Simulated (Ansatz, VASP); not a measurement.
**One calculation of C, two programs**

```
CELL_PARAMETERS angstrom
0.00000 2.20676 3.34800
1.27405 0.00000 3.34800
1.27405 2.20676 0.00000
ATOMIC_POSITIONS crystal
C 0.16667 0.83333 0.16667
C 0.83333 0.16667 0.83333
```

Change from the starting cell: strain +0.0375 x Voigt [1, 1, 0, 0, 0, 0], atoms carried along.

Alike in both runs: task single point; functional LDA; k mesh 14 × 14 × 14; occupations gaussian, width 0.05 eV; no spin polarisation.

```csv
,VASP,Ansatz
version,VASP 6.6.1,Ansatz 0.2.0
potentials or method,"VASP PAW LDA potentials, release 64 (C)","scalar-relativistic, plane waves, PAW"
plane-wave cutoff (eV),520,420
valence electrons in the cell,8,8
```

```csv
,VASP,Ansatz,Ansatz less VASP
gap on the k mesh at the Fermi level (eV),0.19,0.19,+0.002
least direct gap on the mesh (eV),0.25,0.25,+0.002
pressure (GPa),-29.1,-29.8,-0.69
largest component of the traceless stress (GPa),29.46,30.25,+0.786
rms of the force components (eV/Å),0.022,0.022,-0.0001
```

Atom by atom the forces differ by 0.000 eV/Å (rms over components).

Caveats: so large a pressure means that the cell lies far from this level's equilibrium, or that cutoff or potentials fall short (VASP). A k mesh can miss the band edges.
